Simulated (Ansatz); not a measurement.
**From the elastic tensor of InP at 11 GPa (stress–strain coefficients) to moduli and sound speeds**

Method: DFT PBEsol, scalar-relativistic, plane waves, PAW in Ansatz 0.2.0. Settings: 420 eV plane-wave cutoff, Γ-centred 14×14×14 mesh, Fermi-Dirac smearing of 0.15 eV. No spin polarisation.

The structure is cubic, space group Fm-3m (No. 225). The conventional cell has a = 5.278 Å, b = 5.278 Å, c = 5.278 Å, α = 90.00°, β = 90.00°, γ = 90.00°. In (site symmetry m-3m) has 6 P at 2.64 Å as nearest neighbours. P (site symmetry m-3m) has 6 In at 2.64 Å as nearest neighbours.

In a metal, frequencies and elastic constants depend on the k mesh and the smearing, soft modes and shear constants most. Other phases may be more stable at this pressure.

Relaxed-ion constants (GPa, on the Cartesian axes of the calculation):
C11 = 265.9, C12 = 66.5, C13 = 66.5, C22 = 265.9, C23 = 66.5, C33 = 265.9, C44 = 32.9, C55 = 32.9, C66 = 32.9 GPa; the others vanish.

Density 6.585 g/cm³; 2 atoms in 36.77 Å³.

The values that follow are for a polycrystal of randomly turned grains, by Hill's mean where one number stands. In a crystal this anisotropic the Voigt and Reuss bounds lie far apart, so Hill's mean and the sound speeds and Debye temperature from it are rough.

| Item | Value |
| --- | --- |
| Bulk modulus, Voigt / Reuss / Hill | 133.0 / 133.0 / 133.0 GPa |
| Shear modulus, Voigt / Reuss / Hill | 59.6 / 44.9 / 52.3 GPa |
| Young's modulus | 139 GPa |
| Poisson ratio | 0.326 |
| Pugh ratio B/G | 2.54 |
| Universal anisotropy index | 1.63 |
| Longitudinal and transverse sound speeds | 5548 and 2817 m/s |
| Debye temperature from the mean sound speed | 356 K |

This rock-salt form isn't the usual stable structure of the compound at low pressure.

Cost: 1 run of about 1.1 core-minutes, on Intel Xeon Platinum 8488C (Sapphire Rapids) (shared hosts).